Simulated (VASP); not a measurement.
# P (Cmce) in VASP: notebook

The runs below take P through relaxation of cell and atoms, with PBE+D3(BJ).

Program: VASP 6.6.1. These are calculated values, not measurements. Logs are shortened: lines on timing, memory, paths and dates and some standing lists are left out, and cuts for length are marked.

## 1. Starting point

It takes space group Cmce (No. 64, orthorhombic). The conventional cell has a = 3.316 Å, b = 10.484 Å, c = 4.379 Å, α = 90.00°, β = 90.00°, γ = 90.00°. P (site symmetry m) is surrounded by 3 P at 2.22 to 2.24 Å.

## 2. Relaxation of cell and atoms, PBE+D3(BJ)

Contents of INCAR:

```
PREC = Accurate
ENCUT = 600
EDIFF = 1E-6
ISMEAR = 0
SIGMA = 0.03
LREAL = False
LASPH = True
NELM = 80
ALGO = Normal
ISIF = 3
LWAVE = False
LCHARG = False
GGA = PE
IVDW = 12
IBRION = 2
NSW = 90
EDIFFG = -0.01
```

Contents of KPOINTS:

```
Automatic mesh
0
Gamma
  8 8 6
```

Contents of POSCAR:

```
P
1.0
    1.6582000000     -5.2420000000      0.0000000000
    1.6582000000      5.2420000000      0.0000000000
    0.0000000000      0.0000000000      4.3793000000
P
4
Direct
    0.8983800000      0.1016200000      0.0806800000
    0.6016200000      0.3983800000      0.5806800000
    0.1016200000      0.8983800000      0.9193200000
    0.3983800000      0.6016200000      0.4193200000
```

Potentials or basis: VASP PAW PBE potentials, release 64 (P).

On the command line:

```
$ cat potpaw_PBE.64/P/POTCAR > POTCAR
$ mpirun -np 1 vasp_std > vasp.out
```

OUTCAR:

```text
PREC = Accurate
   ENCUT = 600
   EDIFF = 1E-6
   ISMEAR = 0
   LREAL = False
   LASPH = True
   NELM = 80
   ISIF = 3
   GGA = PE
   IVDW = 12
   IBRION = 2
   NSW = 90
   EDIFFG = -0.01
 IVDW          = 12

 ion  position               nearest neighbor table
   1  0.898  0.102  0.081-   4 2.22   4 2.22   3 2.24
   2  0.602  0.398  0.581-   3 2.22   3 2.22   4 2.24
   3  0.102  0.898  0.919-   2 2.22   2 2.22   1 2.24
   4  0.398  0.602  0.419-   1 2.22   1 2.22   2 2.24

  LATTYP: Found a base centered orthorhombic cell.
 ALAT       =     3.3164000000
 B/A-ratio  =     3.1612591967
 C/A-ratio  =     1.3204981305

  Lattice vectors:

 A1 = (   1.6582000000,  -5.2420000000,   0.0000000000)
 A2 = (   1.6582000000,   5.2420000000,   0.0000000000)
 A3 = (   0.0000000000,   0.0000000000,   4.3793000000)

Analysis of symmetry for initial positions (statically):
=====================================================================
 Subroutine PRICEL returns:
 Original cell was already a primitive cell.

 Routine SETGRP: Setting up the symmetry group for a
 base centered orthorhombic supercell.

 Subroutine GETGRP returns: Found  8 space group operations
 (whereof  4 operations were pure point group operations)
 out of a pool of  8 trial point group operations.

The static configuration has the point symmetry C_2h.
 The point group associated with its full space group is D_2h.

Analysis of symmetry for dynamics (positions and initial velocities):
=====================================================================
 Subroutine PRICEL returns:
 Original cell was already a primitive cell.

 Routine SETGRP: Setting up the symmetry group for a
 base centered orthorhombic supercell.

 Subroutine GETGRP returns: Found  8 space group operations
 (whereof  4 operations were pure point group operations)
 out of a pool of  8 trial point group operations.

The dynamic configuration has the point symmetry C_2h.
 The point group associated with its full space group is D_2h.

 Subroutine INISYM returns: Found  8 space group operations
 (whereof  4 operations are pure point group operations),
 and found     1 'primitive' translations

----------------------------------------------------------------------------------------

                                     Primitive cell

  volume of cell :      76.1322

  direct lattice vectors                    reciprocal lattice vectors
     1.658200000 -5.242000000  0.000000000     0.301531781 -0.095383441  0.000000000
     1.658200000  5.242000000  0.000000000     0.301531781  0.095383441  0.000000000
     0.000000000  0.000000000  4.379300000     0.000000000  0.000000000  0.228346996

  length of vectors
     5.498017028  5.498017028  4.379300000     0.316258464  0.316258464  0.228346996

  position of ions in fractional coordinates (direct lattice)
     0.898380000  0.101620000  0.080680000
     0.601620000  0.398380000  0.580680000
     0.101620000  0.898380000  0.919320000
     0.398380000  0.601620000  0.419320000

  ion indices of the primitive-cell ions
   primitive index   ion index
                 1           1
                 2           2
                 3           3
                 4           4

----------------------------------------------------------------------------------------

 KPOINTS: Automatic mesh

Automatic generation of k-mesh.
 Grid dimensions read from file:
 generate k-points for:    8    8    6

 Generating k-lattice:

  Cartesian coordinates                     Fractional coordinates (reciprocal lattice)
     0.037691473 -0.011922930  0.000000000     0.125000000  0.000000000  0.000000000
     0.037691473  0.011922930  0.000000000     0.000000000  0.125000000  0.000000000
     0.000000000  0.000000000  0.038057833     0.000000000  0.000000000  0.166666667

  Length of vectors
     0.039532308  0.039532308  0.038057833

  Shift w.r.t. Gamma in fractional coordinates (k-lattice)
     0.000000000  0.000000000  0.000000000

 Subroutine IBZKPT returns following result:
 ===========================================

 Found     84 irreducible k-points:

 Following reciprocal coordinates:
            Coordinates               Weight
  0.000000  0.000000  0.000000      1.000000
  0.125000  0.000000  0.000000      4.000000
  0.250000  0.000000  0.000000      4.000000
  0.375000 -0.000000  0.000000      4.000000
  0.500000  0.000000  0.000000      2.000000
  0.125000  0.125000  0.000000      2.000000
[... 16 lines left out ...]
  0.125000  0.000000  0.166667      8.000000
  0.250000  0.000000  0.166667      8.000000
 [... further k-points ...]
   k-points           NKPTS =     84   k-points in BZ     NKDIM =     84   number of bands    NBANDS=     14
   number of dos      NEDOS =    301   number of ions     NIONS =      4
   total plane-waves  NPLWV =  82944
   dimension x,y,z NGX =    48 NGY =   48 NGZ =   36
   dimension x,y,z NGXF=    96 NGYF=   96 NGZF=   72
   ions per type =               4
   NGX,Y,Z   is equivalent  to a cutoff of  14.51, 14.51, 13.67 a.u.
   NGXF,Y,Z  is equivalent  to a cutoff of  29.03, 29.03, 27.33 a.u.
 SYSTEM =  unknown system
   PREC   = accura    normal or accurate (medium, high low for compatibility)
   ISTART =      0    job   : 0-new  1-cont  2-samecut
   ICHARG =      2    charge: 1-file 2-atom 10-const
   ISPIN  =      1    spin polarized calculation?
   LNONCOLLINEAR =      F non collinear calculations
   LSORBIT =      F    spin-orbit coupling
   LASPH  =      T    aspherical Exc in radial PAW
   ENCUT  =  600.0 eV  44.10 Ry    6.64 a.u.  10.98 10.98  8.75*2*pi/ulx,y,z
   NELM   =     80;   NELMIN=  2; NELMDL= -5     # of ELM steps
   EDIFF  = 0.1E-05   stopping-criterion for ELM
   LREAL  =      F    real-space projection
   EDIFFG = -.1E-01   stopping-criterion for IOM
   NSW    =     90    number of steps for IOM
   IBRION =      2    ionic relax: 0-MD 1-quasi-New 2-CG
   NFREE  =      1    steps in history (QN), initial steepest desc. (CG)
   ISIF   =      3    stress and relaxation
   ISYM   =      2    0-nonsym 1-usesym 2-fastsym
   POTIM  = 0.5000    time-step for ionic-motion
   TEBEG  =    0.0;   TEEND  =   0.0 temperature during run
   PSTRESS=    0.0 pullay stress
   NELECT =      20.0000    total number of electrons
   NUPDOWN=      -1.0000    fix difference up-down
   EMIN   =  10.00;   EMAX   =-10.00  energy-range for DOS
   EFERMI =   0.00;   METHOD = LEGACY
   ISMEAR =     0;   SIGMA  =   0.03  broadening in eV -4-tet -1-fermi 0-gaus
   EFERMI_NEDOS =   21; number of points for ismear=-14 and -15
   IALGO  =     38    algorithm
   IMIX   =      4    mixing-type and parameters
     AMIX     =   0.40;   BMIX     =  1.00
     AMIX_MAG =   1.60;   BMIX_MAG =  1.00
  volume/ion in A,a.u.               =      19.03       128.44
  Fermi-wavevector in a.u.,A,eV,Ry     =   1.048484  1.981348 14.957149  1.099319
  Thomas-Fermi vector in A             =   2.183408
   LORBIT       =      0    0 simple, 1 ext, 2 COOP (PROOUT), +10 PAW based schemes
   GGA     = PE    functional components
   LHFCALC =     F    Hartree Fock is set to
   AEXX    =    0.0000 exact exchange contribution
   IVDW    =    12    specifies the selected vdW correction
   LEPSILON=     F    determine dielectric tensor
   LRPA    =     F    only Hartree local field effects (RPA)
 conjugate gradient relaxation of ions
 non-spin polarized calculation
 Gauss-broadening in eV      SIGMA  =   0.03
  energy-cutoff  :      600.00
  volume of cell :       76.13
 maximum number of plane-waves:      2578
 NGX is ok and might be reduce to    48
   NGX = 21   NGY = 21   NGZ = 17

--------------------------------------- Ionic step        1  -------------------------------------------

 number of electron      20.0000000 magnetization

 Free energy of the ion-electron system (eV)
  ---------------------------------------------------
  ext. energy  EPLUGINS =         0.00000000
  ---------------------------------------------------
  free energy    TOTEN  =       -21.46607444 eV

  energy without entropy =      -21.46607440  energy(sigma->0) =      -21.46607442

------------------------ aborting loop because EDIFF is reached ----------------------------------------

 Edisp (eV)   -1.46854

 E8    (eV) :    -0.5562
[... 111 lines left out ...]
  FREE ENERGIE OF THE ION-ELECTRON SYSTEM (eV)
  ---------------------------------------------------
  free  energy   TOTEN  =       -22.9424489618 eV

  energy  without entropy=      -22.9424359542  energy(sigma->0) =      -22.94244246

 E-fermi :   6.9845     XC(G=0):  -9.9882

 val. band max:        6.9744906399   @ k =  -0.3750   0.3750   0.0000
 cond. band min:       7.0056915215   @ k =   0.5000   0.1250   0.0000
 fundamental gap:      0.0312008816
 Fermi energy:         6.9845179793

 k-point     1 :       0.0000    0.0000    0.0000
  band No.  band energies     occupation
      1      -9.0801      2.00000
      2      -5.9730      2.00000
      3      -2.5936      2.00000
      4      -0.2139      2.00000
      5       1.8364      2.00000
      6       2.3350      2.00000
      7       2.9220      2.00000
      8       3.9662      2.00000
      9       4.4023      2.00000
     10       5.5071      2.00000
     11       7.6445      0.00000
     12       8.1314      0.00000
     13       8.9202      0.00000
     14      10.1001      0.00000
[... 377 lines left out ...]
      1      -8.1325      2.00000
      2      -5.5227      2.00000
      3      -3.1995      2.00000
      4      -0.3046      2.00000
      5       0.6214      2.00000
      6       0.9658      2.00000
      7       2.7613      2.00000
      8       3.3915      2.00000
      9       4.4959      2.00000
     10       5.1574      2.00000
     11       8.0100      0.00000
     12       8.6034      0.00000
     13       9.3059      0.00000
     14      10.3543      0.00000

 [... further k-points ...]

[... ionic steps 4 to 10 ...]

--------------------------------------- Ionic step       11  -------------------------------------------

 number of electron      20.0000000 magnetization

------------------------ aborting loop because EDIFF is reached ----------------------------------------
[... 79 lines left out ...]
--------------------------------------- Ionic step       13  -------------------------------------------

 number of electron      20.0000000 magnetization

 Free energy of the ion-electron system (eV)
  ---------------------------------------------------
  ext. energy  EPLUGINS =         0.00000000
  ---------------------------------------------------
  free energy    TOTEN  =       -21.37074195 eV

  energy without entropy =      -21.37053890  energy(sigma->0) =      -21.37064043

 E-fermi :   7.4909     XC(G=0): -10.2752

 val. band max:        7.4210715143   @ k =   0.5000   0.1250   0.0000
 cond. band min:       7.4921855010   @ k =   0.5000   0.3750   0.0000
 fundamental gap:      0.0711139867
 Fermi energy:         7.4908532032

 k-point     1 :       0.0000    0.0000    0.0000
  band No.  band energies     occupation
      1      -8.5967      2.00000
      2      -5.2237      2.00000
      3      -1.7625      2.00000
      4       0.1207      2.00000
      5       2.3212      2.00000
      6       3.1835      2.00000
      7       3.3609      2.00000
      8       4.5695      2.00000
      9       4.7828      2.00000
     10       6.0255      2.00000
     11       8.4556      0.00000
     12       8.6870      0.00000
     13       9.3390      0.00000
     14      10.8635      0.00000
[... 377 lines left out ...]
      1      -7.6318      2.00000
      2      -4.8043      2.00000
      3      -2.6217      2.00000
      4       0.1865      2.00000
      5       1.0879      2.00000
      6       1.4829      2.00000
      7       3.3340      2.00000
      8       4.0817      2.00000
      9       5.1630      2.00000
     10       5.7644      2.00000
     11       8.5834      0.00000
     12       9.1430      0.00000
     13      10.0590      0.00000
     14      11.0728      0.00000

 [... further k-points ...]

------------------------ aborting loop because EDIFF is reached ----------------------------------------

 Edisp (eV)   -1.59631

 E8    (eV) :    -0.6044
[... 27 lines left out ...]
  FREE ENERGIE OF THE ION-ELECTRON SYSTEM (eV)
  ---------------------------------------------------
  free  energy   TOTEN  =       -22.9670512561 eV

  energy  without entropy=      -22.9668482096  energy(sigma->0) =      -22.96694973

 reached required accuracy - stopping structural energy minimisation
```

It took 6 min on 1 thread of Intel Xeon 6975P-C (Granite Rapids), shared host; peak memory 0.33 GiB.

What came out:

| Property | Result |
| --- | --- |
| Free energy | -22.9671 eV |
| Relaxed volume | 17.59 Å³/atom |
| Relaxed cell | a = 5.342 Å, b = 5.342 Å, c = 4.177 Å, α = 90.00°, β = 90.00°, γ = 143.83° |
| Space group after relaxing (to 0.05 Å) | Cmce (No. 64) |
| Energy gained by relaxing | 8.1 meV/atom |
| Ionic steps | 13 |
| Pressure after relaxing | 0.0 GPa |
| Largest force after relaxing | 0.007 eV/Å |
| Band gap on the k mesh | none (metal or under the smearing width) |
| Dispersion energy per atom | -0.399 eV |

Forces on the atoms (eV/Å):
```
P    0.000  0.000  0.007
P    0.000  0.000  0.007
P    0.000  0.000 -0.007
P    0.000  0.000 -0.007
```

Step by step:
| step | energy change (eV) | largest force (eV/Å) | pressure (GPa) | volume (Å³) |
| --- | --- | --- | --- | --- |
| 1 | 0.0000 | 0.0687 | -1.39 | 76.13 |
| 2 | -0.0076 | 0.2198 | 0.41 | 74.32 |
| 3 | -0.0078 | 0.1931 | 0.11 | 74.60 |
| 4 | -0.0144 | 0.1145 | 0.03 | 73.96 |
| 5 | -0.0190 | 0.2083 | -0.25 | 72.06 |
| 6 | -0.0200 | 0.1330 | -0.18 | 72.66 |
| 7 | -0.0249 | 0.0896 | -0.14 | 72.11 |
| 8 | -0.0312 | 0.0131 | 0.00 | 70.88 |
| 9 | -0.0318 | 0.0389 | 0.07 | 70.34 |
| 10 | -0.0324 | 0.0185 | 0.03 | 70.33 |
| 11 | -0.0324 | 0.0238 | 0.02 | 70.33 |
| 12 | -0.0324 | 0.0226 | 0.02 | 70.33 |
| 13 | -0.0324 | 0.0073 | 0.03 | 70.35 |

Final structure:
```
P
1.0
     1.65836   -5.07782    0.00000
     1.65836    5.07782    0.00000
     0.00000    0.00000    4.17703
P
4
Direct
  0.89364 0.10636 0.07253
  0.60636 0.39364 0.57253
  0.10636 0.89364 0.92747
  0.39364 0.60636 0.42747
```

Caveat: pairwise dispersion overbinds metals, which lowers pressure and volume.

## 3. Relaxation of cell and atoms, PBE+D3(BJ)

This run uses another cell than the first one, of 17.59 Å³/atom, 0.924 times its volume.

Edit INCAR of step 2 so:

```diff
@@ -2,3 +2,3 @@
 ENCUT = 600
-EDIFF = 1E-6
+EDIFF = 1E-7
 ISMEAR = 0
@@ -16,2 +16,2 @@
 NSW = 90
-EDIFFG = -0.01
+EDIFFG = -0.005
```

KPOINTS is that of step 2.

Contents of POSCAR:

```
P                                       
1.0
    1.6583599722     -5.0778226415      0.0000000000
    1.6583599722      5.0778226415     -0.0000000000
    0.0000000000      0.0000000000      4.1770288283
  P             
     4
Direct
     0.8936403083138299    0.1063596916861701    0.0725306313292427
     0.6063596916861701    0.3936403083138298    0.5725306313292426
     0.1063596916861701    0.8936403083138299    0.9274693686707574
     0.3936403083138298    0.6063596916861701    0.4274693686707573
```

Potentials or basis: VASP PAW PBE potentials, release 64 (P).

On the command line:

```
$ cat potpaw_PBE.64/P/POTCAR > POTCAR
$ mpirun -np 1 vasp_std > vasp.out
```

It took 3.7 min on 1 thread of Intel Xeon 6975P-C (Granite Rapids), shared host; peak memory 0.31 GiB.

It converged, with:

```
Free energy                            : -22.9667 eV
Relaxed volume                         : 17.61 Å³/atom
Relaxed cell                           : a = 5.341 Å, b = 5.341 Å, c = 4.185 Å, α = 90.00°, β = 90.00°, γ = 143.83°
Space group after relaxing (to 0.05 Å) : Cmce (No. 64)
Energy gained by relaxing              : 0.0 meV/atom
Ionic steps                            : 6
Pressure after relaxing                : 0.0 GPa
Band gap on the k mesh                 : none (metal or under the smearing width)
Dispersion energy per atom             : -0.398 eV
```

Final structure:
```
P
1.0
     1.65809   -5.07689    0.00000
     1.65809    5.07689    0.00000
     0.00000    0.00000    4.18504
P
4
Direct
  0.89368 0.10632 0.07291
  0.60632 0.39368 0.57291
  0.10632 0.89368 0.92709
  0.39368 0.60632 0.42709
```

Levels at points of the mesh, in eV from the Fermi level:
| k point | band 6 | band 7 | band 8 | band 9 | band 10 | band 11 | band 12 | band 13 | band 14 |
| --- | --- | --- | --- | --- | --- | --- | --- | --- | --- |
| (0.00, 0.00, 0.00) | -4.32 | -4.13 | -2.92 | -2.71 | -1.48 | 0.95 | 1.19 | 1.84 | 3.36 |
| (0.50, 0.00, 0.00) | -5.12 | -3.30 | -3.30 | -2.73 | -2.73 | 0.76 | 0.76 | 1.03 | 1.03 |
| (0.50, 0.50, 0.00) | -5.37 | -4.42 | -2.21 | -1.82 | -0.35 | 0.42 | 0.60 | 2.42 | 3.06 |
| (0.00, 0.00, 0.50) | -5.21 | -3.15 | -3.15 | -0.97 | -0.97 | 1.42 | 1.42 | 2.20 | 2.20 |
| (0.50, 0.00, 0.50) | -5.94 | -5.82 | -5.82 | -2.14 | -2.14 | 1.57 | 1.57 | 4.60 | 4.60 |
| (0.50, 0.50, 0.50) | -3.23 | -2.46 | -2.46 | -1.33 | -1.33 | 1.30 | 1.30 | 2.70 | 2.70 |

Caveat: pairwise dispersion overbinds metals, which lowers pressure and volume.
